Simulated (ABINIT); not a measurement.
Be:

```
Be
1.0
     2.28530    0.00000    0.00000
    -1.14265    1.97913    0.00000
     0.00000    0.00000    3.58420
Be
2
Cartesian
  1.1427 0.6597 2.6882
  0.0000 1.3194 0.8961
```

Base run:

| Quantity | Value |
| --- | --- |
| Program | ABINIT 10.8.3 (patched build) |
| Functional | PW91 |
| Potentials or basis | JTH PAW PBE v2.0 |
| Cutoff | 626 eV |
| k mesh | 13 × 13 × 8 |
| Occupations | fermi-dirac, width 0.05 eV |
| Spin | no spin polarisation |

Its results: band gap on the k mesh none (metal or under the smearing width); pressure -3.3 GPa.

Question: The run is repeated on the same cell with these changes: functional from PW91 to AM05. What comes out?

Answer: Band gap on the k mesh none (metal or under the smearing width); pressure -4.1 GPa.

AM05 binds more tightly than PW91, so the same cell stands under less pressure.

Caveats: the PAW data sets were made with another functional, which shifts forces and pressure a little.
